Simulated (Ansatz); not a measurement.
Task: the orbital character of the bands of KCl, space group Pm-3m, with the Ansatz DFT code, driven from Python. Give the script and its output. Level of theory: PBEsol, PAW, the default cutoff (420 eV here), 6×6×6 k-points, fixed occupations.

The script reads `POSCAR`:
```text
KCl
1.0
   3.83919600    0.00000000    0.00000000
   0.00000000    3.83919600    0.00000000
   0.00000000    0.00000000    3.83919600
K Cl
1 1
Direct
   0.00000000    0.00000000    0.00000000
   0.50000000    0.50000000    0.50000000
```

`kcl.py`:
```python
"""Orbital character of the bands of KCl."""

from pathlib import Path
import warnings

import ansatz as az
from ase.io import read
import pandas as pd


def main() -> None:
    atoms = read("POSCAR", format="vasp")
    kcl = az.Crystal.from_ase(atoms)

    points = {"G": (0.0, 0.0, 0.0), "X": (0.0, 0.5, 0.0), "M": (0.5, 0.5, 0.0), "R": (0.5, 0.5, 0.5)}
    base = (
        kcl.calculation()
        .functional("pbesol")
        .occupations(az.OccupationsMethod.FIXED)
        .kpoints(density=3.1)
        .band_structure(list(points.values()), intervals=1)
        .fat_bands()
    )
    with warnings.catch_warnings(record=True) as caught:
        warnings.simplefilter("always")
        out = base.run(threads=1)
    print("warnings raised:", sorted(w.category.__name__ for w in caught) or "none")
    data = out.report
    file = Path(out.write_results("results")) / "fatbands.tsv"
    names = file.read_text().splitlines()[0].lstrip("# ").split("\t")
    table = pd.read_csv(file, sep="\t", comment="#", names=names)
    near = table[table.e_minus_ef.abs() < 3]
    for ik, label in enumerate(points):
        print(label)
        for _, row in near[near.ik == ik].iterrows():
            main = row[names[4:]].astype(float).nlargest(2)
            print(f"   band {int(row.band):3d} {row.e_minus_ef:7.3f} eV  " + ", ".join(f"{k} {v:.2f}" for k, v in main.items()))


if __name__ == "__main__":
    main()
```

`python kcl.py` gives:
```text
warnings raised: ['DeckWarning']
G
   band   5  -0.207 eV  cl1_l1_3P 0.99, k0_l1_3P 0.00
   band   6  -0.207 eV  cl1_l1_3P 0.99, k0_l1_3P 0.00
   band   7  -0.207 eV  cl1_l1_3P 0.99, k0_l1_3P 0.00
X
   band   5  -1.801 eV  cl1_l1_3P 0.82, k0_l0_4S 0.17
   band   6  -0.215 eV  cl1_l1_3P 0.99, k0_l0_3S 0.00
   band   7  -0.215 eV  cl1_l1_3P 0.99, k0_l0_3S 0.00
M
   band   5  -1.217 eV  cl1_l1_3P 0.98, k0_l1_3P 0.01
   band   6  -1.217 eV  cl1_l1_3P 0.98, k0_l1_3P 0.01
   band   7  -0.000 eV  cl1_l1_3P 1.00, k0_l0_3S 0.00
R
   band   5  -1.339 eV  cl1_l1_3P 0.98, k0_l0_3S 0.00
   band   6  -1.339 eV  cl1_l1_3P 0.98, k0_l0_3S 0.00
   band   7  -1.339 eV  cl1_l1_3P 0.98, k0_l0_3S 0.00
```

Caveats:
- These settings explore the input space; cutoff and mesh may be short of convergence.
- With fixed filling the reported Fermi level is the top filled level among the k-points of the SCF.
- The structure comes from a database of computed cells and needn't be a stable or known phase.
- Gaps and levels are Kohn-Sham values on a finite set of k-points.
- Energies are less the Fermi level and bands count from 0. Only the largest channels are printed, equivalent atoms hold more, and in degenerate sets the split between sites is arbitrary; shells that the potentials lack have no channel.
- Timing: 1.7 s on 1 thread of Intel(R) Xeon(R) Platinum 8559C (Emerald Rapids), with other jobs on the host, peak memory 0.44 GiB.
